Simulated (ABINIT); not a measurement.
# AlN (F-43m) in ABINIT: a series of runs

The runs below take AlN through equation of state, with LDA, LDA-PZ, PBEsol.

Program: ABINIT 10.8.3 (patched build). These are calculated values, not measurements. Logs are shortened: lines on timing, memory, paths and dates and some standing lists are left out, and cuts for length are marked. The log counts tension as positive stress, the text compression.

## (1) The crystal as given

Symmetry: F-43m, No. 216, cubic system. The conventional cell has a = 4.368 Å, b = 4.368 Å, c = 4.368 Å, α = 90.00°, β = 90.00°, γ = 90.00°. Al (site symmetry -43m) has 4 N at 1.89 Å as nearest neighbours. N (site symmetry -43m) is surrounded by 4 Al at 1.89 Å.

Measurements of this composition are mostly on another form, of space group No. 186.

## (2) Equation of state, LDA

run.abi

```
# Datasets: one volume each
ndtset 7
getwfk -1
scalecart1 3*0.9795861087
scalecart2 3*0.9864848297
scalecart3 3*0.9932883884
scalecart4 3*1.0000000000
scalecart5 3*1.0066227096
scalecart6 3*1.0131594038
scalecart7 3*1.0196128224

# Pseudopotentials
pp_dirpath "./"
pseudos "Al.upf, N.upf"

# Structure
acell 5.8366710593 5.8366710593 5.8366710593
rprim
     0.0000000000     0.7071067812     0.7071067812
     0.7071067812     0.0000000000     0.7071067812
     0.7071067812     0.7071067812     0.0000000000
ntypat 2
znucl 13 7
natom 2
typat 1 2
xred
     0.0000000000     0.0000000000     0.0000000000
     0.2500000000     0.2500000000     0.2500000000

# Plane-wave basis
ecut 1142.878222 eV

# k points
kptopt 1
ngkpt 10 10 10
nshiftk 1
shiftk 0.0 0.0 0.0

# Exchange and correlation
ixc 7

# Bands and occupations
nband 8
occopt 3
tsmear 0.00183747

# SCF cycle
nstep 100
tolvrs 1.0e-10

# Output
iomode 3
prtwf 1
prtden 0
prteig 0
prtebands 0
enunit 1
```

Potentials or basis: PseudoDojo NC SR LDA v0.4.1 standard.

Launch:

```bash
$ abinit run.abi > log 2>&1
```

run.abo:

```text
.Version 10.8.3 of ABINIT
 DATASET    1 : space group F-4 3 m (#216); Bravais cF (face-center cubic)
================================================================================
 Values of the parameters that define the memory need for DATASET  1.
     intxc =       0    ionmov =       0      iscf =       7    lmnmax =       6
     lnmax =       6     mgfft =      36  mpssoang =       3    mqgrid =    3001
     natom =       2  nloc_mem =       1    nspden =       1   nspinor =       1
    nsppol =       1      nsym =      24    n1xccc =    2501    ntypat =       2
    occopt =       3   xclevel =       1
       mpw =        1739          nfft =       46656          nkpt =          47
================================================================================
================================================================================
[... 61 lines left out ...]
 DATASET    7 : space group F-4 3 m (#216); Bravais cF (face-center cubic)
================================================================================
 Values of the parameters that define the memory need for DATASET  7.
     intxc =       0    ionmov =       0      iscf =       7    lmnmax =       6
     lnmax =       6     mgfft =      36  mpssoang =       3    mqgrid =    3001
     natom =       2  nloc_mem =       1    nspden =       1   nspinor =       1
    nsppol =       1      nsym =      24    n1xccc =    2501    ntypat =       2
    occopt =       3   xclevel =       1
       mpw =        1956          nfft =       46656          nkpt =          47
================================================================================
================================================================================

--------------------------------------------------------------------------------
------------- Echo of variables that govern the present computation ------------
--------------------------------------------------------------------------------
 -outvars: echo values of preprocessed input variables --------
            acell      5.8366710593E+00  5.8366710593E+00  5.8366710593E+00 Bohr
              amu      2.69815390E+01  1.40067400E+01
             ecut      4.20000000E+01 Hartree
           enunit           1
           getwfk          -1
              ixc           7
           jdtset        1    2    3    4    5    6    7
         kptrlatt       10    0    0      0   10    0      0    0   10
          kptrlen1     5.71752189E+01
          kptrlen2     5.75778746E+01
          kptrlen3     5.79749759E+01
          kptrlen4     5.83667106E+01
          kptrlen5     5.87532564E+01
          kptrlen6     5.91347817E+01
          kptrlen7     5.95114465E+01
            natom           2
            nband           8
           ndtset           7
            ngfft          36      36      36
             nkpt          47
            nstep         100
             nsym          24
           ntypat           2
           occopt           3
           prtden           0
        prtebands           0
           prteig           0
            rprim1     0.0000000000E+00  6.9267198023E-01  6.9267198023E-01
                       6.9267198023E-01  0.0000000000E+00  6.9267198023E-01
                       6.9267198023E-01  6.9267198023E-01  0.0000000000E+00
            rprim2     0.0000000000E+00  6.9755011263E-01  6.9755011263E-01
                       6.9755011263E-01  0.0000000000E+00  6.9755011263E-01
                       6.9755011263E-01  6.9755011263E-01  0.0000000000E+00
            rprim3     0.0000000000E+00  7.0236095512E-01  7.0236095512E-01
                       7.0236095512E-01  0.0000000000E+00  7.0236095512E-01
                       7.0236095512E-01  7.0236095512E-01  0.0000000000E+00
            rprim4     0.0000000000E+00  7.0710678120E-01  7.0710678120E-01
                       7.0710678120E-01  0.0000000000E+00  7.0710678120E-01
                       7.0710678120E-01  7.0710678120E-01  0.0000000000E+00
            rprim5     0.0000000000E+00  7.1178974407E-01  7.1178974407E-01
                       7.1178974407E-01  0.0000000000E+00  7.1178974407E-01
                       7.1178974407E-01  7.1178974407E-01  0.0000000000E+00
            rprim6     0.0000000000E+00  7.1641188486E-01  7.1641188486E-01
                       7.1641188486E-01  0.0000000000E+00  7.1641188486E-01
                       7.1641188486E-01  7.1641188486E-01  0.0000000000E+00
            rprim7     0.0000000000E+00  7.2097514092E-01  7.2097514092E-01
                       7.2097514092E-01  0.0000000000E+00  7.2097514092E-01
                       7.2097514092E-01  7.2097514092E-01  0.0000000000E+00
          spgroup         216
           tolvrs      1.00000000E-10
           tsmear      1.83747000E-03 Hartree
            typat      1  2
           xangst1     0.0000000000E+00  0.0000000000E+00  0.0000000000E+00
                       1.0697048755E+00  1.0697048755E+00  1.0697048755E+00
           xangst2     0.0000000000E+00  0.0000000000E+00  0.0000000000E+00
                       1.0772382566E+00  1.0772382566E+00  1.0772382566E+00
           xangst3     0.0000000000E+00  0.0000000000E+00  0.0000000000E+00
                       1.0846677208E+00  1.0846677208E+00  1.0846677208E+00
           xangst4     0.0000000000E+00  0.0000000000E+00  0.0000000000E+00
                       1.0919967791E+00  1.0919967791E+00  1.0919967791E+00
           xangst5     0.0000000000E+00  0.0000000000E+00  0.0000000000E+00
                       1.0992287566E+00  1.0992287566E+00  1.0992287566E+00
           xangst6     0.0000000000E+00  0.0000000000E+00  0.0000000000E+00
                       1.1063668056E+00  1.1063668056E+00  1.1063668056E+00
           xangst7     0.0000000000E+00  0.0000000000E+00  0.0000000000E+00
                       1.1134139180E+00  1.1134139180E+00  1.1134139180E+00
            xcart1     0.0000000000E+00  0.0000000000E+00  0.0000000000E+00
                       2.0214492503E+00  2.0214492503E+00  2.0214492503E+00
            xcart2     0.0000000000E+00  0.0000000000E+00  0.0000000000E+00
                       2.0356852774E+00  2.0356852774E+00  2.0356852774E+00
            xcart3     0.0000000000E+00  0.0000000000E+00  0.0000000000E+00
                       2.0497249300E+00  2.0497249300E+00  2.0497249300E+00
            xcart4     0.0000000000E+00  0.0000000000E+00  0.0000000000E+00
                       2.0635748428E+00  2.0635748428E+00  2.0635748428E+00
            xcart5     0.0000000000E+00  0.0000000000E+00  0.0000000000E+00
                       2.0772412998E+00  2.0772412998E+00  2.0772412998E+00
            xcart6     0.0000000000E+00  0.0000000000E+00  0.0000000000E+00
                       2.0907302575E+00  2.0907302575E+00  2.0907302575E+00
            xcart7     0.0000000000E+00  0.0000000000E+00  0.0000000000E+00
                       2.1040473697E+00  2.1040473697E+00  2.1040473697E+00
             xred      0.0000000000E+00  0.0000000000E+00  0.0000000000E+00
                       2.5000000000E-01  2.5000000000E-01  2.5000000000E-01
            znucl       13.00000    7.00000

================================================================================

 chkinp: Checking input parameters for consistency, jdtset=   1.

 chkinp: Checking input parameters for consistency, jdtset=   2.
[... 33 lines left out ...]
 getcut: wavevector=  0.0000  0.0000  0.0000  ngfft=  36  36  36
         ecut(hartree)=     42.000   => boxcut(ratio)=   2.15827

--- Pseudopotential description ------------------------------------------------
- pspini: atom type   1  psp file is ./Al.upf
12 -1012 2 -1 1854                            pspcod,pspxc,lmax,lloc,mmax
     nproj     2     2     2

- pspini: atom type   2  psp file is ./N.upf
12 -1012 1 -1 1058                            pspcod,pspxc,lmax,lloc,mmax
     nproj     2     2     0

   4.70573171E+01                                ecore*ucvol(ha*bohr**3)
--------------------------------------------------------------------------------

================================================================================

--- !BeginCycle
iteration_state: {dtset: 1, }
solver: {iscf: 7, nstep: 100, nline: 4, wfoptalg: 0, }
tolerances: {tolvrs: 1.00E-10, }
...
[... 990 lines left out ...]
-Cartesian components of stress tensor (GPa)         [Pressure= -1.4729E+01 GPa]
- sigma(1 1)=  1.47291541E+01  sigma(3 2)=  0.00000000E+00
- sigma(2 2)=  1.47291541E+01  sigma(3 1)=  0.00000000E+00
- sigma(3 3)=  1.47291541E+01  sigma(2 1)=  0.00000000E+00

== END DATASET(S) ==============================================================
================================================================================

 -outvars: echo values of variables after computation  --------
            acell      5.8366710593E+00  5.8366710593E+00  5.8366710593E+00 Bohr
           etotal1    -1.2841330645E+01
           etotal2    -1.2841911566E+01
           etotal3    -1.2842045907E+01
           etotal4    -1.2841776046E+01
           etotal5    -1.2841140414E+01
           etotal6    -1.2840173653E+01
           etotal7    -1.2838907267E+01
            fcart1    -0.0000000000E+00 -0.0000000000E+00 -0.0000000000E+00
                      -0.0000000000E+00 -0.0000000000E+00 -0.0000000000E+00
            fcart2    -0.0000000000E+00 -0.0000000000E+00 -0.0000000000E+00
                      -0.0000000000E+00 -0.0000000000E+00 -0.0000000000E+00
            fcart3    -0.0000000000E+00 -0.0000000000E+00 -0.0000000000E+00
                      -0.0000000000E+00 -0.0000000000E+00 -0.0000000000E+00
            fcart4    -0.0000000000E+00 -0.0000000000E+00 -0.0000000000E+00
                      -0.0000000000E+00 -0.0000000000E+00 -0.0000000000E+00
            fcart5    -0.0000000000E+00 -0.0000000000E+00 -0.0000000000E+00
                      -0.0000000000E+00 -0.0000000000E+00 -0.0000000000E+00
[... 38 lines left out ...]
                       0.0000000000E+00  0.0000000000E+00  0.0000000000E+00
           xangst1     0.0000000000E+00  0.0000000000E+00  0.0000000000E+00
                       1.0697048755E+00  1.0697048755E+00  1.0697048755E+00
           xangst2     0.0000000000E+00  0.0000000000E+00  0.0000000000E+00
                       1.0772382566E+00  1.0772382566E+00  1.0772382566E+00
           xangst3     0.0000000000E+00  0.0000000000E+00  0.0000000000E+00
                       1.0846677208E+00  1.0846677208E+00  1.0846677208E+00
           xangst4     0.0000000000E+00  0.0000000000E+00  0.0000000000E+00
                       1.0919967791E+00  1.0919967791E+00  1.0919967791E+00
           xangst5     0.0000000000E+00  0.0000000000E+00  0.0000000000E+00
                       1.0992287566E+00  1.0992287566E+00  1.0992287566E+00
           xangst6     0.0000000000E+00  0.0000000000E+00  0.0000000000E+00
                       1.1063668056E+00  1.1063668056E+00  1.1063668056E+00
           xangst7     0.0000000000E+00  0.0000000000E+00  0.0000000000E+00
                       1.1134139180E+00  1.1134139180E+00  1.1134139180E+00
             xred      0.0000000000E+00  0.0000000000E+00  0.0000000000E+00
                       2.5000000000E-01  2.5000000000E-01  2.5000000000E-01
 Calculation completed.
```

Run time: 1.9 min. Hardware: 1 thread of Arm Neoverse V1, shared host; peak memory 0.11 GiB.

What came out:

* Equilibrium volume: 10.17 Å³/atom
* Bulk modulus: 210 GPa
* Pressure derivative of the bulk modulus: 3.9

Energy against volume, from the lowest point:
```csv
volume (Å³/atom),energy (meV/atom)
9.792,9.73
10.001,1.83
10.209,0.00
10.417,3.67
10.626,12.32
10.834,25.47
11.042,42.70
```

Caveat: pressures at fixed basis lie under the slope of the energies.

## (3) Equation of state, LDA-PZ

run.abi

```
ndtset 7
getwfk -1
scalecart1 3*0.9795861087
scalecart2 3*0.9864848297
scalecart3 3*0.9932883884
scalecart4 3*1.0000000000
scalecart5 3*1.0066227096
scalecart6 3*1.0131594038
scalecart7 3*1.0196128224

pp_dirpath "./"
pseudos "Al.LDA_PW-JTH.xml, N.LDA_PW-JTH.xml"

acell 3*1.0 Angstrom
rprim
     0.0000000000     2.1839935596     2.1839935596
     2.1839935596     0.0000000000     2.1839935596
     2.1839935596     2.1839935596     0.0000000000
ntypat 2
znucl 13 7
natom 2
typat 1 2
xred
     0.0000000000     0.0000000000     0.0000000000
     0.2500000000     0.2500000000     0.2500000000

ecut 25.0
pawecutdg 47.0

kptopt 1
ngkpt 10 10 10
nshiftk 1
shiftk 0.0 0.0 0.0

ixc 2

nband 8
occopt 3
tsmear 0.00183747

nstep 100
tolvrs 1.0e-9

iomode 3
prtwf 1
prtden 0
prteig 0
prtebands 0
enunit 1
```

Potentials or basis: JTH PAW LDA v2.0.

Launch:

```bash
$ abinit run.abi > log 2>&1
```

Run time: 59 s. Hardware: 1 thread of Arm Neoverse V1, shared host; peak memory 0.11 GiB.

It converged, with:

```
Equilibrium volume                      : 10.23 Å³/atom
Bulk modulus                            : 210 GPa
Pressure derivative of the bulk modulus : 3.7
```

Energy against volume, from the lowest point:
```csv
volume (Å³/atom),energy (meV/atom)
9.792,13.22
10.001,3.48
10.209,0.00
10.417,2.00
10.626,9.25
10.834,21.12
11.042,37.19
```

Caveat: the cutoff is too short for stress, so the log's stress isn't used; pressures at fixed basis lie under the slope of the energies.

## (4) Equation of state, PBEsol

run.abi

```
# Datasets: one volume each
ndtset 7
getwfk -1
scalecart1 3*0.9795861087
scalecart2 3*0.9864848297
scalecart3 3*0.9932883884
scalecart4 3*1.0000000000
scalecart5 3*1.0066227096
scalecart6 3*1.0131594038
scalecart7 3*1.0196128224

# Pseudopotentials
pp_dirpath "./"
pseudos "Al.upf, N.upf"

# Structure
acell 5.8366710593 5.8366710593 5.8366710593
rprim
     0.0000000000     0.7071067812     0.7071067812
     0.7071067812     0.0000000000     0.7071067812
     0.7071067812     0.7071067812     0.0000000000
ntypat 2
znucl 13 7
natom 2
typat 1 2
xred
     0.0000000000     0.0000000000     0.0000000000
     0.2500000000     0.2500000000     0.2500000000

# Plane-wave basis
ecut 42.0

# k points
kptopt 1
ngkpt 10 10 10
nshiftk 1
shiftk 0.0 0.0 0.0

# Exchange and correlation
ixc -116133

# Bands and occupations
nband 8
occopt 3
tsmear 0.05 eV

# SCF cycle
nstep 100
tolvrs 1.0e-10

# Output
iomode 3
prtwf 1
prtden 0
prteig 0
prtebands 0
enunit 2
```

Potentials or basis: PseudoDojo NC SR PBEsol v0.4.1 standard.

Launch:

```bash
$ abinit run.abi > log 2>&1
```

Run time: 1.9 min. Hardware: 1 thread of Arm Neoverse V1, shared host; peak memory 0.11 GiB.

It converged, with:

- Equilibrium volume: 10.48 Å³/atom
- Bulk modulus: 201 GPa
- Pressure derivative of the bulk modulus: 3.9

Energy against volume, from the lowest point:
| volume (Å³/atom) | energy (meV/atom) |
| --- | --- |
| 9.792 | 31.39 |
| 10.001 | 14.62 |
| 10.209 | 4.36 |
| 10.417 | 0.00 |
| 10.626 | 0.99 |
| 10.834 | 6.83 |
| 11.042 | 17.08 |

Caveat: pressures at fixed basis lie under the slope of the energies.

## (5) Summary

| level | potentials or basis | cutoff (eV) | fine-grid cutoff | V0 of scaled cells (Å³/atom) | B0 (GPa) |
| --- | --- | --- | --- | --- | --- |
| LDA | PseudoDojo NC SR LDA v0.4.1 standard | 1143 | - | 10.17 | 210 |
| LDA-PZ | JTH PAW LDA v2.0 | 680 | 1278.94 eV | 10.23 | 210 |
| PBEsol | PseudoDojo NC SR PBEsol v0.4.1 standard | 1143 | - | 10.48 | 201 |

Alike in all rows: task equation of state; no spin polarisation; cell as given; k mesh 10 × 10 × 10; smearing fermi-dirac 0.05 eV.

Caveats: pressures at fixed basis lie under the slope of the energies.

Absolute energies hang on the potentials; compare differences alone.
